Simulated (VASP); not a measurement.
Input of a VASP 6.6.1 run:

File INCAR:

```
SYSTEM = TiC
ALGO = Fast
DIPOL = 0.5 0.5 0.309
EDIFF = 1E-7
ENCUT = 520
GGA = CA
IDIPOL = 3
ISIF = 2
ISMEAR = 0
LASPH = .True.
LCHARG = .False.
LDIPOL = .True.
LREAL = Auto
LWAVE = .False.
NBANDS = 114
NELM = 100
PREC = Accurate
SIGMA = 0.1
```

Contents of KPOINTS:

```
k-points
0
Gamma
  5 5 1
  0 0 0
```

File POSCAR:

```
TiC
1.0
    6.0257129976      0.0000000000      0.0000000000
    0.0000000000      6.0257129976      0.0000000000
    0.0000000000      0.0000000000     19.7334901523
Ti C
12 12
Direct
    0.2500000000      0.2500000000      0.2027010919
    0.2500000000      0.7500000000      0.2027010919
    0.7500000000      0.2500000000      0.2027010919
    0.7500000000      0.7500000000      0.2027010919
    0.0000000000      0.0000000000      0.3085376904
    0.0000000000      0.5000000000      0.3085376904
    0.5000000000      0.0000000000      0.3085376904
    0.5000000000      0.5000000000      0.3085376904
    0.2500000000      0.2500000000      0.4124330541
    0.2500000000      0.7500000000      0.4124330541
    0.7500000000      0.2500000000      0.4124330541
    0.7500000000      0.7500000000      0.4124330541
    0.0000000000      0.0000000000      0.2027010919
    0.0000000000      0.5000000000      0.2027010919
    0.5000000000      0.0000000000      0.2027010919
    0.5000000000      0.5000000000      0.2027010919
    0.2500000000      0.2500000000      0.3079312182
    0.2500000000      0.7500000000      0.3079312182
    0.7500000000      0.2500000000      0.3079312182
    0.7500000000      0.7500000000      0.3079312182
    0.0000000000      0.0000000000      0.4172343609
    0.0000000000      0.5000000000      0.4172343609
    0.5000000000      0.0000000000      0.4172343609
    0.5000000000      0.5000000000      0.4172343609
```

Potentials or basis: VASP PAW LDA potentials, release 64 (Ti_sv, C).

Launch:

```sh
$ cat potpaw_LDA.64/Ti_sv/POTCAR potpaw_LDA.64/C/POTCAR > POTCAR
$ mpirun -np 1 vasp_std > vasp.out
```

**Question.** Predict the band gap on the k mesh.

**Answer.** None (metal or under the smearing width).

**Question.** What does it give for the largest force?

**Answer.** 0.920 eV/Å.

Forces in eV/Å, atoms in the order of the input:
```
Ti   0.000  0.000  0.858
Ti   0.000  0.000  0.858
Ti   0.000  0.000  0.858
Ti   0.000  0.000  0.858
Ti   0.000  0.000  0.011
Ti   0.000  0.000  0.011
Ti   0.000  0.000  0.011
Ti   0.000  0.000  0.011
Ti   0.000  0.000  0.030
Ti   0.000  0.000  0.030
Ti   0.000  0.000  0.030
Ti   0.000  0.000  0.030
C    0.000  0.000 -0.920
C    0.000  0.000 -0.920
C    0.000  0.000 -0.920
C    0.000  0.000 -0.920
C    0.000  0.000  0.001
C    0.000  0.000  0.001
C    0.000  0.000  0.001
C    0.000  0.000  0.001
C    0.000  0.000  0.020
C    0.000  0.000  0.020
C    0.000  0.000  0.020
C    0.000  0.000  0.020
```
